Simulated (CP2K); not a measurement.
Runs of CP2K 2026.2 on Ti. Symmetry: P6/mmm, No. 191, hexagonal system. The conventional cell has a = 4.567 Å, b = 4.567 Å, c = 2.826 Å, α = 90.00°, β = 90.00°, γ = 120.00°. Around Ti (site symmetry -6m2) lie 11 Ti at 2.64 to 2.99 Å. Ti (site symmetry 6/mmm) is surrounded by 14 Ti at 2.83 to 2.99 Å. This isn't the form of Ti at room conditions, which is hcp.

```tsv
level	cutoff of the non-local correlation (Ry)	gap on the mesh (eV)	pressure (GPa)
HLE16	-	none	-22.0
PBEsol	-	none	(a)
LDA	-	none	-7.5
rev-vdW-DF2	300	none	(b)
PBE	-	none	0.9
TPSS	-	none	-1.3
RPBE	-	none	4.0
```

Alike in all rows: task atomic charges; potentials or basis POTENTIAL_UZH Ti GTH-PBE-q12; TZVP-MOLOPT-PBE-GTH basis; no spin polarisation; cell as given; k mesh 7 × 7 × 9; smearing fermi-dirac 0.05 eV.

Question: Estimate the missing entries.

Answer: (a) -3.4; (b) -1.7.

Caveats: the basis of atomic orbitals isn't converged, which shifts pressures, moduli and gaps; the potentials were made for another functional, which shifts forces and pressure (some runs); the potentials were made for a functional far from this one (some runs).

A gap of «none» marks a metal or a gap under the smearing width.
